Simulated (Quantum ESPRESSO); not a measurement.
## NaF (Villiaumite) in Quantum ESPRESSO: the effect of functional

The system is NaF (Villiaumite).

```
CELL_PARAMETERS angstrom
0.00000 2.32000 2.32000
2.32000 0.00000 2.32000
2.32000 2.32000 0.00000
ATOMIC_POSITIONS crystal
Na 0.00000 0.00000 0.00000
F 0.50000 0.50000 0.50000
```

Alike in all runs:

```yaml
Program: Quantum ESPRESSO 7.5
Task: phonons and Raman activities
Cutoff: 1197 eV
Density_cutoff: 4789 eV
k_mesh: 4 × 4 × 4, shifted
Occupations: fermi-dirac, width 0.05 eV
Spin: no spin polarisation
```

Each run relaxes the cell or the atoms first.

| functional | potentials or basis | relaxed volume (Å³/atom) | dielectric constant (mean) |
| --- | --- | --- | --- |
| LDA | PseudoDojo 0.4.1 SR LDA standard | ? | ? |
| PBE | PseudoDojo 0.4.1 SR PBE standard | 12.97 | 1.86 |
| PBEsol | PseudoDojo 0.4.1 SR PBEsol standard | 12.39 | 1.90 |

What does the run with functional LDA give?

Relaxed volume 11.41 Å³/atom; dielectric constant 1.93 mean.

Caveats: all runs use coarse meshes; the acoustic modes lie far from zero, so the frequencies are unreliable (some runs); before the sum rule the acoustic modes lie tens of cm⁻¹ from zero, a sign that the density grid also shifts the optical modes (some runs).
